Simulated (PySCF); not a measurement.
Species: methylenecyclopropane, C₄H₆.
Atom-mapped SMILES: `[CH2:1]=[C:2]1[CH2:3][CH2:4]1` (hydrogens: H5, H6 on C1; H7, H8 on C3; H9, H10 on C4)

The geometry is computed with GFN2-xTB (gas phase).

Problem. Give the optimised bond lengths and angles.

Solution. 
| bond | length (Å) |
| --- | --- |
| C1=C2 | 1.307 |
| C2–C3, C2–C4 | 1.464 |
| C3–C4 | 1.518 |
| C1–H5, C1–H6 | 1.078 |
| C3–H7 and 3 like bonds | 1.081 |

Bonds in one row agree within 0.01 Å and their mean is given. A selection of angles:
| angle | degrees |
| --- | --- |
| C2–C1–H5 | 121.8 |
| H5–C1–H6 | 116.6 |
| C1–C2–C3 | 148.7 |
| C3–C2–C4 | 62.4 |
| C2–C3–C4 | 58.8 |
| C2–C3–H7 | 118.7 |
| C4–C3–H7 | 118.4 |
| H7–C3–H8 | 113.4 |

Torsions: C1–C2–C3–C4 180° (antiperiplanar); C1–C2–C4–C3 180° (antiperiplanar).

The 3-membered ring C2–C3–C4 has internal angles of 58.8° to 62.4°. The 4 heavy atoms lie in one plane (0.000 Å rms). The 4 C–C bonds span 1.307 Å (C1=C2, drawn double) to 1.518 Å (C3–C4, drawn single), a spread of 0.211 Å.

Point group: C2v (every atom within 0.08 Å of its image). No frequency check.
